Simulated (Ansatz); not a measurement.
## Ansatz run on SnO2

System: SnO2 (dumbbells prototype, strained and with displaced atoms), 3 atoms in the cell.

Ansatz input (lattice in Å, positions in fractions of it)
```yaml
crystal:
  lattice:
    - [-2.694577, 0.126234, 2.847059]
    - [-0.028041, 2.784679, 2.945252]
    - [-2.786867, 2.778776, 0.033944]
  atoms:
    - { symbol: Sn, position: [0.736891, 0.703659, 0.217053] }
    - { symbol: O, position: [1.10524, 1.128204, 0.718129] }
    - { symbol: O, position: [1.287189, 1.308182, 0.829167] }
kpoints:
  mp_grid: { grid: [2, 2, 2], shift: [0.5, 0.5, 0.5] }
hamiltonian:
  xc: pbe
  pseudopotentials:
    kind: paw_fr
    azcp:
      O: "pseudopotentials/pbe/paw/ansatz_paw_generated_hard_1/O.paw.azcp"
      Sn: "pseudopotentials/pbe/paw/ansatz_paw_generated_hard_1/Sn.paw.azcp"
scf:
  occupations: { method: fermi_dirac, width: 0.15 }
  convergence: { dr2_threshold: "1e-9 eV" }
  max_iter: 300
output:
  forces: true
  stress: true
  eigenvalues: true
magnetization:
  noncollinear: true
  spin_orbit: true
```

Level of theory: PBE with spin–orbit coupling, plane waves, PAW datasets (generated hard set) in Ansatz.

Results

```
Plane-wave cutoff used : 700 eV
Pressure               : 6.07 GPa
Largest force          : 1.059 eV/Å on O3
Smearing term TS       : 3.1 meV/atom
Valence electrons      : 34
Irreducible k-points   : 4
CPU time               : of the order of 10 core-seconds on a shared host
```

| atom | Fx (eV/Å) | Fy (eV/Å) | Fz (eV/Å) |
| --- | --- | --- | --- |
| Sn1 | -0.003 | 0.441 | -0.091 |
| O2 | -0.203 | 0.550 | 0.400 |
| O3 | 0.206 | -0.991 | -0.309 |

Stress tensor in GPa, compression positive:
```
 4.68  3.84  2.64
 3.84  8.93 -5.62
 2.64 -5.62  4.61
```

The stress includes the program's correction for the finite plane-wave basis.

The k-mesh is coarse, so these values belong to this mesh and can lie far from the converged ones. The elements were drawn onto a prototype; most such cells aren't known phases.
